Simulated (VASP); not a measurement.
**BP (F-43m) under uniaxial stress along [001]**

How do the elastic response and the band edges of BP follow uniaxial stress along [001]?

Main program and level: VASP 6.6.1; LDA; plane waves and PAW (B, P), in the first sound run; inputs show where later runs differ.

This is a report of a sequence of runs, with most program output left out.

### 1. The starting structure

It takes space group F-43m (No. 216, cubic). Conventional cell: a = 4.538 Å, b = 4.538 Å, c = 4.538 Å, α = 90.00°, β = 90.00°, γ = 90.00°. Nearest to B lie 4 P at 1.97 Å. P has 4 B at 1.97 Å nearest. Farther neighbours are not listed.

Coordinates:

```xyz
2
Lattice="0.0000 2.2690 2.2690 2.2690 0.0000 2.2690 2.2690 2.2690 0.0000" Properties=species:S:1:pos:R:3 pbc="T T T"
B     0.0000    0.0000    0.0000
P     1.1345    1.1345    1.1345
```

### 2. Relax the crystal, LDA

The series starts from the cell that this level prefers, so that zero strain is near zero stress.

This step took 2 runs in a row; the last is shown.

Level: LDA; plane waves and PAW (B, P).

The input, INCAR:

```
SYSTEM = BP
PREC = Accurate
ENCUT = 480
EDIFF = 1E-07
NELM = 120
ISMEAR = 0
SIGMA = 0.02
LREAL = .FALSE.
ALGO = Normal
GGA = CA
NBANDS = 10
LASPH = .TRUE.
LORBIT = 11
LWAVE = .FALSE.
LCHARG = .FALSE.
KPAR = 16
IBRION = 2
NSW = 40
ISIF = 3
EDIFFG = -0.005
POTIM = 0.4
```

The input, POSCAR:

```
BP
1.0
    0.0000000000      2.2448005768      2.2448005768
    2.2448005768      0.0000000000      2.2448005768
    2.2448005768      2.2448005768      0.0000000000
B P
1 1
Direct
    0.0000000000      0.0000000000      0.0000000000
    0.2500000000      0.2500000000      0.2500000000
```

The input, KPOINTS:

```
Automatic mesh
0
Gamma
11 11 11
0 0 0
```

Potentials, in the order of the species: B and P (LDA family, release 64).

Command:

```console
> mpirun -np 16 vasp_std
```

It took 1.6 s on 16 MPI ranks of AMD EPYC 9R45, shared host; peak memory 1.7 GiB.

Read from the output:

| Property | Result |
| --- | --- |
| energy(sigma→0) of the program | -14.3991 eV |
| stress, compression positive | xx, yy, zz 0.00, 0.00, 0.00 GPa |
| volume | 22.624 Å³ |
| ionic steps | 1 |

### 3. Strain across the axis, LDA

One member in full: the axis is strained by -1 %, and the two directions across it are strained alike until their mean stress is under 0.012 GPa or five steps are spent.

This step took 3 runs, each at a new trial strain with the atoms of the one before; the last is shown.

Level: LDA; plane waves and PAW (B, P); cell typed or built by script.

Edit INCAR of step 2 so:

```diff
@@ -15,7 +15,7 @@
 LCHARG = .FALSE.
-KPAR = 16
-IBRION = 2
-NSW = 40
-ISIF = 3
-EDIFFG = -0.005
-POTIM = 0.4
+KPAR = 4
+IBRION = 1
+NSW = 25
+ISIF = 2
+EDIFFG = -0.004
+POTIM = 0.3
```

The input, POSCAR:

```
BP
1.0
    0.0000000000      2.2492266780      2.2223525710
    2.2492266780      0.0000000000      2.2223525710
    2.2492266780      2.2492266780      0.0000000000
B P
1 1
Direct
    0.0000000000      0.0000000000      0.0000000000
    0.2500000000      0.2500000000      0.2500000000
```

KPOINTS is that of step 2.

Command:

```console
> mpirun -np 4 vasp_std
```

Run time: 4.6 s. Hardware: 4 MPI ranks; peak memory 0.44 GiB; 14 s of CPU time.

Read from the output:

- energy(sigma→0) of the program: -14.3968 eV
- stress, compression positive: xx, yy, zz 0.00, 0.00, 3.26 GPa
- ionic steps: 1

### 4. Band edges, HSE06

Short lines in KPOINTS_OPT sample the zone centre along and across the axis, for masses, and the other valleys.

Level: HSE06; plane waves and PAW (B, P); cell typed or built by script.

The input, INCAR:

```
SYSTEM = BP
PREC = Accurate
ENCUT = 480
EDIFF = 1E-06
NELM = 100
ISMEAR = 0
SIGMA = 0.02
LREAL = .FALSE.
ALGO = Normal
LHFCALC = .TRUE.
AEXX = 0.25
GGA = PE
HFSCREEN = 0.2
LASPH = .TRUE.
NBANDS = 9
PRECFOCK = Fast
LWAVE = .FALSE.
LCHARG = .FALSE.
KPAR = 4
```

POSCAR is that of step 3.

The input, KPOINTS:

```
Automatic mesh
0
Gamma
6 6 6
0 0 0
```

The input, KPOINTS_OPT:

```
Line mode
6
Line-mode
Reciprocal
  0.00000000   0.00000000   0.00000000
  0.01768492   0.01768492   0.00000000

  0.00000000   0.00000000   0.00000000
 -0.00000000  -0.01789878  -0.01789878

  0.31000000   0.31000000   0.00000000
  0.50000000   0.50000000   0.00000000

  0.00000000   0.31000000   0.31000000
  0.00000000   0.50000000   0.50000000

  0.45000000   0.45000000   0.45000000
  0.50000000   0.50000000   0.50000000

  0.45000000   0.00000000   0.00000000
  0.50000000   0.00000000   0.00000000

  0.42500000   0.42500000   0.00000000
  0.42500000   0.44289878   0.01789878

  0.50000000   0.50000000   0.50000000
  0.48734365   0.51265635   0.50000000
```

Command:

```console
> mpirun -np 4 vasp_std
```

The job ended after 2.1 min (4 MPI ranks; peak memory 0.89 GiB).

This run gave:

- energy(sigma→0) of the program: -14.9746 eV

### 5. The table

Hybrid runs start from orbitals of a short LDA run, not shown.

Runs beyond LDA use the data sets made with LDA; this shifts their levels slightly, and their total energies have another zero.

The other members went through these steps as far as the tables show, with the same cutoff and, step by step, the same mesh; 42 runs are not shown. The session took 1.3 core hours (wall time by ranks) on a shared machine.

```csv
strain along the axis (%),strain across the axis (%),"stress along the axis, tension positive (GPa)",energy above the unstrained row (meV/atom),"gap on the mesh, LDA (eV)"
-2.000,0.406,-6.489,4.666,0.798
-1.500,0.300,-4.878,2.632,0.893
-1.000,0.197,-3.258,1.177,0.988
-0.500,0.097,-1.633,0.299,1.082
0,0.000,-0.005,0.000,1.176
0.500,-0.092,1.632,0.273,1.137
1.000,-0.182,3.269,1.122,1.098
1.500,-0.269,4.908,2.545,1.060
2.000,-0.353,6.546,4.542,1.022
```

Slopes at zero strain, from cubics through all rows: strain ratio -0.190, stress over strain 327 GPa.

Band edges at HSE06, counted from the valence-band top at Γ, with one row partly withheld:

```csv
strain along the axis (%),gap (eV),conduction band at Γ (eV),Δ or X valley along z (eV),Δ or X valley along x (eV),"lowest conduction level at L, [111] (eV)","lowest conduction level at L, [-111] (eV)",second valence level below the top (eV),third valence level below the top (eV)
-2.000,1.524,4.175,1.523,1.851,4.760,4.760,0.249,0.249
-1.500,?,4.233,?,1.868,4.822,4.822,0.187,0.187
-1.000,1.726,4.291,1.726,1.886,4.874,4.874,0.125,0.125
-0.500,1.826,4.349,1.825,1.905,4.915,4.915,0.062,0.062
0,1.925,4.408,1.925,1.925,4.944,4.944,0.000,0.000
0.500,1.883,4.371,1.961,1.883,4.896,4.896,0.000,0.062
1.000,1.841,4.334,1.996,1.841,4.834,4.834,0.000,0.125
1.500,1.801,4.298,2.031,1.800,4.761,4.761,0.000,0.187
2.000,1.760,4.262,2.065,1.759,4.678,4.678,0.000,0.250
```

### 6. Fit and prediction

The quantity to fit is the splitting of the Δ or X valleys (z less x) at HSE06: -0.327, -0.161, -0.080, 0.000, 0.078, 0.155, 0.231, 0.305 eV in the rows shown.

A least-squares parabola through the 8 rows shown, with d the strain along the axis less the strain across it, in %: E = − 0.001299 d² + 0.1329 d + 4.49e-6 (eV), r.m.s. residual 4.7e-5 eV.

For the withheld row, d = -1.800, the fit gives -0.2434 eV.

### 7. The withheld row

The calculation gives -0.2435 eV, so the prediction is 0.0001 eV too high.

The splitting is Ξu times d, with d as a fraction, so the linear term gives Ξu = 13.3 eV.

### 8. Outcome

```json
{"Poisson ratio": "0.190", "Young's modulus along the axis": "327 GPa", "gap of the unstrained cell, HSE06": "1.93 eV", "shear deformation potential Ξu of the Δ or X valleys": "13.3 eV", "error of the predicted row": "0.1 meV", "valence shear potential |b|, HSE06": "3.49 eV"}
```

What this shows: As a check, the curvature of the energy gives 326 GPa for the same modulus (energy per volume = E/2 × strain²), 0 % from the slope of the stress. At HSE06 the lowest conduction valley is Δ or X throughout, and the gap runs between 1.52 and 1.93 eV. Without spin-orbit coupling the three valence levels split by 3|b| times the difference of the strains; the rows within 1 % give |b| = 3.49 eV. Hole masses are left out throughout, since the top bands are degenerate or cross in many series; of conduction masses, those of the Γ, L and (for Si and Ge under (001) strain) Δ valleys are kept where they change by under an eighth between rows. HSE06 ran on a coarser mesh than the semilocal levels. Spin-orbit coupling is left out at HSE06, so the valence splittings there lack it. Δ or X levels are the lowest on their line, refined by a parabola unless they lie at X; the gap is read from all points sampled and can differ from the lowest valley by some meV, or by tens of meV where strain moves the valence top off Γ. Temperature, zero-point motion and excitons are left out.

[Lines on the potential files, build, host, timing and source positions are cut from VASP's logs without a mark.]

[Logs are printed without paths, hosts, clocks, repeated set-up lines and the standing remarks that a program may print on its own settings, such as how far it seeks lower states.]

[Hosts, paths, dates, database ids (printed as entryN), source tags and the programs' standing remarks are cut or masked in the printed files.]

[In band tables of VASP the shares of atoms and orbitals are scaled to a sum of 1 inside the atoms' spheres.]
